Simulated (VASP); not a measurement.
Hg, 4 atoms in the cell. The cell holds a slab with vacuum, 4 atoms: a = 3.606 Å, b = 3.606 Å, c = 23.444 Å, α = 90.00°, β = 90.00°, γ = 60.06°. The slab is cut from a database's or a generator's crystal, which needn't be the stable form of the element. The cell isn't the ideal one: the (0 0 1) slab of Hg, cut from the database cell, not relaxed.

| Item | Value |
| --- | --- |
| Program | VASP 6.6.1 |
| Task | relaxation of the atoms |
| Functional | PBEsol |
| Potentials or basis | VASP PAW PBE potentials, release 64 (Hg) |
| Cutoff | 520 eV |
| k mesh | 9 × 9 × 1 |
| Occupations | gaussian, width 0.05 eV |
| Spin | no spin polarisation |
| Dipole correction | yes |
| Atoms held fixed (from 0) | [0, 1] |
| Further INCAR settings | ALGO = Normal; EDIFF = 1e-07; IBRION = 2; EDIFFG = -0.01; NSW = 60 |

Potentials or basis: VASP PAW PBE potentials, release 64 (Hg).

Command:

```bash
$ cat potpaw_PBE.64/Hg/POTCAR > POTCAR
$ mpirun -np 1 vasp_std > vasp.out
```

Hardware: 1 thread of AMD EPYC 9R45 96-Core Processor (Zen 5), with other jobs on the host.

Problem. How long does it take, and how much memory?

Solution. Run time: 24 min on 1 thread of AMD EPYC 9R45 96-Core Processor (Zen 5) (shared host), peak memory 0.44 GiB. Counts: scf iterations 223, k points 25, ion steps 16.
